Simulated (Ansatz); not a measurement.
Crystal: ZnCu.

```
Zn Cu
1.0
     2.94500    0.00000    0.00000
     0.00000    2.94500    0.00000
     0.00000    0.00000    2.94500
Zn Cu
1 1
Direct
  0.50000 0.50000 0.50000
  0.00000 0.00000 0.00000
```

```yaml
Program: Ansatz 0.2.0
Task: single point
Functional: PBE
Potentials_or_basis: Ansatz PAW
Cutoff: "420 eV (not typed: the program's choice for these potentials)"
k_mesh: 9 × 9 × 9
Occupations: fermi-dirac, width 0.05 eV
Spin: no spin polarisation
```

On this cell: pressure 2.6 GPa; largest force zero by symmetry; band gap on the k mesh none (metal or under the smearing width).

The same run follows on a disturbed copy (atoms moved at random, drawn with an rms of 0.05 Å):

```
Zn Cu
1.0
     2.94500    0.00000    0.00000
     0.00000    2.94500    0.00000
     0.00000    0.00000    2.94500
Zn Cu
1 1
Direct
  0.51110 0.50424 0.49528
  0.97717 0.99097 0.00355
```

**Question.** What changes?

**Answer.** The energy (extrapolated to zero smearing) moves by +14.8 meV/atom; pressure 3.2 GPa; largest force 0.542 eV/Å; band gap on the k mesh none (metal or under the smearing width).

Forces in eV/Å, atoms in the order of the input:
```
Zn  -0.489 -0.198  0.124
Cu   0.489  0.198 -0.124
```

Stress tensor (GPa, compression positive):
```
 2.88  0.44 -0.27
 0.44  3.38 -0.11
-0.27 -0.11  3.43
```
